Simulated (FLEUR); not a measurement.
**Co2/Ru3/Co2 (0001) trilayer: parallel and opposed starts**

Does Co2/Ru3/Co2 (0001) trilayer prefer parallel or opposed moments?

Method: PBE; all-electron FLAPW film, Dirac cores, scalar-relativistic bands, in FLEUR MaX-R8.1.

### Step 1. Set-up

The cell holds 7 atoms: 4 Co and 3 Ru. Its edges and angles: a = 2.706 Å, b = 2.706 Å, c = 26.272 Å, α = 90.0°, β = 90.0°, γ = 120.0°. Layers at typed spacings, unrelaxed. Vacuum lies along c.

As a file:

```xyz
7
Lattice="2.7058 0.0000 0.0000 -1.3529 2.3433 0.0000 0.0000 0.0000 26.2724" Properties=species:S:1:pos:R:3
Co    1.3529    0.7811    7.0000
Co    0.0000    1.5622    8.9500
Ru    1.3529    0.7811   10.9954
Ru    0.0000    1.5622   13.1362
Ru    1.3529    0.7811   15.2770
Co    0.0000    1.5622   17.3224
Co    1.3529    0.7811   19.2724
```

It is built of layers of Co (space group 194) and Ru (space group 194).

### Step 2. Order 1, typed as ferro ++++

The parallel start comes first: it shows whether parallel moments hold.

inpgen writes inp.xml from crystal.txt; cutoffs, mixing, functional, smearing and local orbitals are then set in the file. The k list default-1 (kpts.xml, not shown) is a Γ-centred 20×20×1 mesh; where the ranks do not divide the number of points, some are split in two of half the weight.

File inp.xml:

```
<?xml version="1.0" encoding="UTF-8" standalone="no"?>
<fleurInput fleurInputVersion="0.39">
   <comment>
      Co4Ru3
   </comment>
   <calculationSetup>
      <cutoffs Kmax="3.66" Gmax="11.0" GmaxXC="11.0" numbands="0"/>
      <scfLoop itmax="170" minDistance="0.00001" maxIterBroyd="15" imix="Anderson" alpha="0.03" precondParam="0.0" spinf="2.0" sdNocoIR="T"/>
      <coreElectrons ctail="T" frcor="F" kcrel="0" coretail_lmax="0"/>
      <xcFunctional name="pbe" relativisticCorrections="F"/>
      <magnetism jspins="2"/>
      <soc l_soc="F" theta="0.0" phi="0.0" spav="F"/>
      <expertModes spex="0" secvar="F"/>
      <geometryOptimization l_f="F" forcealpha="1.0" forcemix="BFGS" epsdisp="0.00001" epsforce="0.00001"/>
      <ldaU l_linMix="F" mixParam="0.05" spinf="1.0"/>
   </calculationSetup>
   <cell>
      <bzIntegration valenceElectrons="110.0" mode="hist" fermiSmearingEnergy="0.00183747">
         <kPointListSelection listName="default-1"/>
         <xi:include xmlns:xi="http://www.w3.org/2001/XInclude" href="kpts.xml"> </xi:include>
      </bzIntegration>
      <xi:include xmlns:xi="http://www.w3.org/2001/XInclude" href="sym.xml"> </xi:include>
      <filmLattice scale="1.0" dVac="28.47" dTilda="30.97">
         <bravaisMatrixFilm>
            <row-1>    5.1132214524806576    -0.0000001170874307</row-1>
            <row-2>   -2.5566106248470737     4.4281797315674236</row-2>
         </bravaisMatrixFilm>
         <vacuumEnergyParameters vacuum="1" spinUp="-.25" spinDown="-.25"/>
      </filmLattice>
   </cell>
   <atomSpecies>
      <species name="Cobalt (Co2.000" element="Co" atomicNumber="27">
         <mtSphere radius="2.24" gridPoints="741" logIncrement="0.016"/>
         <atomicCutoffs lmax="8" lnonsphr="6"/>
         <electronConfig flipSpins="F">
            <coreConfig>(1s1/2) (2s1/2) (2p1/2) (2p3/2)</coreConfig>
            <valenceConfig>(3s1/2) (3p1/2) (3p3/2) (4s1/2) (3d3/2) (3d5/2)</valenceConfig>
            <stateOccupation state="(3d3/2)" spinUp="1.5" spinDown="1.3"/>
            <stateOccupation state="(3d5/2)" spinUp="3.0" spinDown="1.2"/>
         </electronConfig>
         <energyParameters s="4" p="4" d="3" f="4"/>
         <lo type="SCLO" l="0" n="3" eDeriv="0"/>
         <lo type="SCLO" l="1" n="3" eDeriv="0"/>
      </species>
      <species name="Ruthenium (Ru)" element="Ru" atomicNumber="44">
         <mtSphere radius="2.38" gridPoints="787" logIncrement="0.016"/>
         <atomicCutoffs lmax="8" lnonsphr="6"/>
         <electronConfig flipSpins="F">
            <coreConfig>(1s1/2) (2s1/2) (2p1/2) (2p3/2) (3s1/2) (3p1/2) (3p3/2) (4s1/2) (3d3/2) (3d5/2)</coreConfig>
            <valenceConfig>(4p1/2) (4p3/2) (5s1/2) (4d3/2) (4d5/2)</valenceConfig>
            <stateOccupation state="(5s1/2)" spinUp="0.500000" spinDown="0.500000"/>
            <stateOccupation state="(4d3/2)" spinUp="1.400000" spinDown="1.400000"/>
            <stateOccupation state="(4d5/2)" spinUp="2.100000" spinDown="2.100000"/>
         </electronConfig>
         <energyParameters s="5" p="5" d="4" f="4"/>
         <lo type="SCLO" l="1" n="4" eDeriv="0"/>
      </species>
   </atomSpecies>
   <atomGroups>
      <atomGroup species="Cobalt (Co2.000">
         <filmPos label="                   1">-1.000/3.000 1.000/3.000 -11.5957525947</filmPos>
         <filmPos label="                   7">-1.000/3.000 1.000/3.000 11.5957525947</filmPos>
         <force calculate="T" relaxXYZ="TTT"/>
      </atomGroup>
      <atomGroup species="Cobalt (Co2.000">
         <filmPos label="                   2">1.000/3.000 -1.000/3.000 -7.9107557638</filmPos>
         <filmPos label="                   6">1.000/3.000 -1.000/3.000 7.9107557638</filmPos>
         <force calculate="T" relaxXYZ="TTT"/>
      </atomGroup>
      <atomGroup species="Ruthenium (Ru)">
         <filmPos label="                   3">-1.000/3.000 1.000/3.000 -4.0455379973</filmPos>
         <filmPos label="                   5">-1.000/3.000 1.000/3.000 4.0455379973</filmPos>
         <force calculate="T" relaxXYZ="TTT"/>
      </atomGroup>
      <atomGroup species="Ruthenium (Ru)">
         <filmPos label="                   4">1.000/3.000 -1.000/3.000 .0000000000</filmPos>
         <force calculate="T" relaxXYZ="TTT"/>
      </atomGroup>
   </atomGroups>
   <output dos="F" band="F" slice="F">
      <bandDOS minEnergy="-.5*Htr" maxEnergy="0.5*Htr" sigma="0.015" storeEVData="T"/>
      <plotting iplot="0" polar="F">
         <plot TwoD="T" vec1="  1.0  0.0  0.0" vec2="  0.0  1.0  0.0" vec3="  0.0  0.0  1.0" zero="  0.0  0.0 -0.5" file="plot"/>
      </plotting>
      <moessbauerParams electricFieldGradient="F" isomerShift="F" coreHyperfine="F" valenceHyperfine="F"/>
   </output>
</fleurInput>
```

File crystal.txt:

```
Co4Ru3
&input film=T cartesian=F /
2.70580026699  -0.00000006196  0.00000000000
-1.35290007984  2.34329179976  0.00000000000
0.00000000000  0.00000000000  1.00000000000
1.8897261246
1.0 1.0 1.0

7
27 0.66666666667  0.33333333333  -11.59575259473 : 2.000
27 0.33333333333  0.66666666667  -7.91075576376 : 2.000
44 0.66666666667  0.33333333333  -4.04553799727
44 0.33333333333  0.66666666667  0.00000000000
44 0.66666666667  0.33333333333  4.04553799727
27 0.33333333333  0.66666666667  7.91075576376 : 2.000
27 0.66666666667  0.33333333333  11.59575259473 : 2.000

&kpt div1=20 div2=20 div3=1 gamma=T /
```

On the command line:

```console
OMP_NUM_THREADS=1 inpgen -f crystal.txt > inpgen.log  # inp.xml is then edited as shown
OMP_NUM_THREADS=1 mpirun -n 4 fleur_MPI > fleur.log
```

Output:

```text
Welcome to FLEUR        (www.flapw.de)
      MaX-Release 8.1          (www.max-centre.eu)

 ========== k-point set info ==========
 Selected k-point list: default-1
 k-point list type: mesh
 20 x 20 x 1
 Number of k points: 44

 ------------Calculation Setup---------------------------
 Number of MPI-tasks      :            4
 Number of PE/node        :            4
 Number of OMP-threads    :            1
 k-points in parallel     :            4
 pe's per k-point         :            1
 No of k-point loops      :           11
 Eigenvalue solver        :       lapack
 Number of basis functions:          645
 Approximate size of matrices (H+S) per k-point:         0.012 GB
 --------------------------------------------------------
 Iteration:     1   Distance:      36.28863061 me/bohr^3
 Iteration:     2   Distance:      22.40844213 me/bohr^3
 Iteration:     3   Distance:      36.35056145 me/bohr^3
 Iteration:     4   Distance:      25.89602896 me/bohr^3
 Iteration:     5   Distance:      21.50741810 me/bohr^3
 Iteration:     6   Distance:      10.98358004 me/bohr^3
 Iteration:     7   Distance:      10.93217227 me/bohr^3
 Iteration:     8   Distance:       5.72980625 me/bohr^3
 Iteration:     9   Distance:       5.32028559 me/bohr^3
 Iteration:    10   Distance:       3.77673828 me/bohr^3
[... 32 iterations left out ...]
 Iteration:    43   Distance:       0.00014187 me/bohr^3
 Iteration:    44   Distance:       0.00005858 me/bohr^3
 Iteration:    45   Distance:       0.00016984 me/bohr^3
 Iteration:    46   Distance:       0.00013695 me/bohr^3
 Iteration:    47   Distance:       0.00012999 me/bohr^3
 Iteration:    48   Distance:       0.00003809 me/bohr^3
 Iteration:    49   Distance:       0.00002374 me/bohr^3
 Iteration:    50   Distance:       0.00001683 me/bohr^3
 Iteration:    51   Distance:       0.00001378 me/bohr^3
 Iteration:    52   Distance:       0.00000658 me/bohr^3

 ********************************************************************
 Run finished successfully
 Stop message:
   all done
 ********************************************************************

--- out.xml (last complete iteration) ---
<iteration numberForCurrentRun="   52" overallNumber="   52">
         [... left out ...]
         <bandgap value="0.0058982930" units="eV"/>
         <sumValenceSingleParticleEnergies value="-131.6267271604" units="Htr"/>
         <FermiEnergy value="-0.1664107664" units="Htr"/>
         <valenceDensity>
            <mtCharges spin="1">
               <mtCharge atomType="1" total="8.7720299" s="1.1755845" p="3.0954311" d="4.4940610" f="0.0053430"/>
               <mtCharge atomType="2" total="8.7155065" s="1.1833970" p="3.1500878" d="4.3691391" f="0.0099621"/>
               <mtCharge atomType="3" total="6.1888498" s="0.1680420" p="3.1299187" d="2.8591529" f="0.0249248"/>
               <mtCharge atomType="4" total="6.1384891" s="0.1693895" p="3.1402908" d="2.7929246" f="0.0284226"/>
            </mtCharges>
            <mtCharges spin="2">
               <mtCharge atomType="1" total="6.8670247" s="1.1785135" p="3.1216883" d="2.5599979" f="0.0053938"/>
               <mtCharge atomType="2" total="7.0739721" s="1.1842599" p="3.1741281" d="2.7023231" f="0.0104327"/>
               <mtCharge atomType="3" total="6.1624752" s="0.1707439" p="3.1385332" d="2.8216626" f="0.0249677"/>
               <mtCharge atomType="4" total="6.2369276" s="0.1719080" p="3.1426531" d="2.8871347" f="0.0277965"/>
            </mtCharges>
            <spinDependentCharge spin="1" total="58.3727417" interstitial="4.7761801" mtSpheres="53.4912615" vacuum1="0.0526500"/>
            <spinDependentCharge spin="2" total="51.6272586" interstitial="5.0808422" mtSpheres="46.4438716" vacuum1="0.0512724"/>
            <totalCharge value="110.0000002365"/>
         </valenceDensity>
         [... left out ...]
         <allElectronCharges>
            <spinDependentCharge spin="1" total="123.3727416" interstitial="4.7830135" mtSpheres="118.4844281" vacuum1="0.0526500"/>
            <spinDependentCharge spin="2" total="116.6272586" interstitial="5.0876867" mtSpheres="111.4370270" vacuum1="0.0512724"/>
            <totalCharge value="240.0000001848"/>
         </allElectronCharges>
         <magneticMomentsInMTSpheres units="muBohr">
            <globalMagMoment atomType="1" vec="0.00000   0.00000   1.90501"/>
            <localMagMoment atomType="1" vec="0.00000   0.00000   1.90501"/>
            <globalMagMoment atomType="2" vec="0.00000   0.00000   1.64153"/>
            <localMagMoment atomType="2" vec="0.00000   0.00000   1.64153"/>
            <globalMagMoment atomType="3" vec="0.00000   0.00000   0.02638"/>
            <localMagMoment atomType="3" vec="0.00000   0.00000   0.02638"/>
            <globalMagMoment atomType="4" vec="0.00000   0.00000  -0.09844"/>
            <localMagMoment atomType="4" vec="0.00000   0.00000  -0.09844"/>
         </magneticMomentsInMTSpheres>
         <moessbauerParams unitsHFF="kG" unitsIS="e/bohr^3" unitsEFG="Htr/bohr^2">
         </moessbauerParams>
         <totalEnergy value="   -19169.3841639165" units="Htr">
            <sumOfEigenvalues value="   -11441.5760345133">
               <coreElectrons value="-11309.9493073529"/>
               <valenceElectrons value="-131.6267271604"/>
            </sumOfEigenvalues>
            <densityCoulombPotentialIntegral value="-30410.3790209956"/>
            <densityEffectivePotentialIntegral value="-31243.8100693136"/>
            <chargeDenXCDenIntegral value="-640.1433423853"/>
            <FockExchangeEnergyValence value="0.0000000000"/>
            <FockExchangeEnergyCore value="0.0000000000"/>
            <atomTypeDependentContributions atomType="1">
               <electronNucleiInteractionDifferentMTs value="3331.4131178591"/>
               <MadelungTerm value="-11.5485654263"/>
            </atomTypeDependentContributions>
            <atomTypeDependentContributions atomType="2">
               <electronNucleiInteractionDifferentMTs value="3333.3131296286"/>
               <MadelungTerm value="-9.5322289348"/>
            </atomTypeDependentContributions>
            <atomTypeDependentContributions atomType="3">
               <electronNucleiInteractionDifferentMTs value="10940.0342359805"/>
               <MadelungTerm value="-20.3536748226"/>
            </atomTypeDependentContributions>
            <atomTypeDependentContributions atomType="4">
               <electronNucleiInteractionDifferentMTs value="5470.2754055353"/>
               <MadelungTerm value="-9.8149876465"/>
            </atomTypeDependentContributions>
            <tkbTimesEntropy value="0.0021537220"/>
            <freeEnergy value="-19169.3863176386"/>
            <extrapolationTo0K value="-19169.3852407776"/>
         </totalEnergy>
         <densityConvergence units="me/bohr^3">
            <chargeDensity spin="1" distance="0.0000029889"/>
            <chargeDensity spin="2" distance="0.0000044323"/>
            <overallChargeDensity distance="0.0000065823"/>
            <spinDensity distance="0.0000037188"/>
         </densityConvergence>
      </iteration>
```

Run time: 8.3 min. Hardware: 4 MPI ranks of Arm Neoverse V1, shared host; peak memory 0.43 GiB.

Spin moment in the muffin-tin sphere by atom:

| atom | spin moment in the muffin-tin sphere (μB) |
| --- | --- |
| Co1 | 1.91 |
| Co2 | 1.64 |
| Ru3 | 0.03 |
| Ru4 | -0.10 |
| Ru5 | 0.03 |
| Co6 | 1.64 |
| Co7 | 1.91 |

Read from the output:

| Property | Result |
| --- | --- |
| free energy | -521625.5752 eV |
| program's band gap on this mesh (in a metal only a level spacing) | 0.005898 eV |
| magnetization | 6.745 μB |
| final state | ferromagnetic, with opposed induced moments |

After 52 cycles the largest moment stands at 1.91 μB.

(Continued in part 2 of 2.)

[Logs and program files are shortened in this print: banners, set-up blocks, solver, clock and traceback lines can be left out without a mark of their own.]

[Logs are printed without paths, hosts, clocks, repeated set-up lines and the standing remarks that a program may print on its own settings, such as how far it seeks lower states.]

[Hosts, paths, dates, database ids (printed as entryN), source tags and the programs' standing remarks are cut or masked in the printed files.]

[Where a cell is said to come from a database of computed structures, the database is the Materials Project.]
